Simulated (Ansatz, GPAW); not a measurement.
Given: the input of a run of Ansatz 0.2.0 on InP. 

input.yaml

```yaml
crystal:
  lattice:
    - [0.0, 2.9305, 2.9305]
    - [2.9305, 0.0, 2.9305]
    - [2.9305, 2.9305, 0.0]
  atoms:
    - { symbol: In, position: [0.0, 0.0, 0.0] }
    - { symbol: P, position: [0.75, 0.75, 0.75] }
kpoints:
  mp_grid: { grid: [8, 8, 8] }
scf:
  occupations: { method: gaussian, width: 0.03 }
hamiltonian:
  xc: pbe
  pseudopotentials: { kind: all_electron, lapw: { basis_error: 0.001 } }
output:
  forces: true
  stress: true
  eigenvalues: true
```

Potentials or basis: all-electron LAPW, scalar-relativistic.

Command:

```console
$ ansatz run input.yaml --threads 1 --pin off --max-ram 3072MiB --backend cpu --events-out ev --progress --plain --runs-dir out
```

Set up the same calculation for GPAW 26.7.0 (ASE script). Potentials or basis there: GPAW PAW data sets (gpaw-data 1.2.1), cutoff 600 eV.

As run (cutoffs and basis follow the program's own potentials, and thresholds, step limits or extra output files can differ):

File run.py:

```python
from ase import Atoms
from ase.dft.bandgap import bandgap
from ase.io import write
from ase.units import Bohr, GPa
from gpaw import GPAW, PW
from gpaw.elf import elf_from_dft_calculation

atoms = Atoms(['In', 'P'],
              cell=[[0.0, 2.9305, 2.9305],
                    [2.9305, 0.0, 2.9305],
                    [2.9305, 2.9305, 0.0]],
              scaled_positions=[[0.0, 0.0, 0.0],
                                [0.75, 0.75, 0.75]],
              pbc=True)

calc = GPAW(mode=PW(600),
            xc='PBE',
            kpts={'size': (8, 8, 8), 'gamma': True},
            occupations={'name': 'methfessel-paxton', 'order': 0, 'width': 0.03},
            nbands=18,
            convergence={'density': 1e-05, 'energy': 1e-05},
            maxiter=150,
            txt='gpaw.txt')
atoms.calc = calc
energy = atoms.get_potential_energy()
forces = atoms.get_forces()
stress = atoms.get_stress()
calc.write('gs.gpw')
write('result.traj', atoms)
print(f'Energy: {energy:.6f} eV')
print('Forces (eV/A):')
print(forces.round(4))
print('Stress (GPa):', (stress / GPa).round(3))
print('Fermi level:', round(calc.get_fermi_level(), 4), 'eV')
print(f'Gap: {bandgap(calc)[0]:.4f} eV, direct: {bandgap(calc, direct=True)[0]:.4f} eV')

# fields on the real-space grid
write('density.cube', atoms, data=calc.get_pseudo_density() * Bohr**3)
write('potential.cube', atoms, data=calc.get_electrostatic_potential())
write('elf.cube', atoms, data=elf_from_dft_calculation(calc).data)
```

Potentials or basis: GPAW PAW data sets (gpaw-data 1.2.1), pw.

Command:

```bash
$ OMP_NUM_THREADS=1 python run.py
```

Both were run:

|  | Ansatz | GPAW |
| --- | --- | --- |
| Pressure | 3.3 GPa | 3.0 GPa |

Where Ansatz's input types no cutoff or centring, it takes its own default and a Γ-centred mesh.

Pressure is positive in compression.
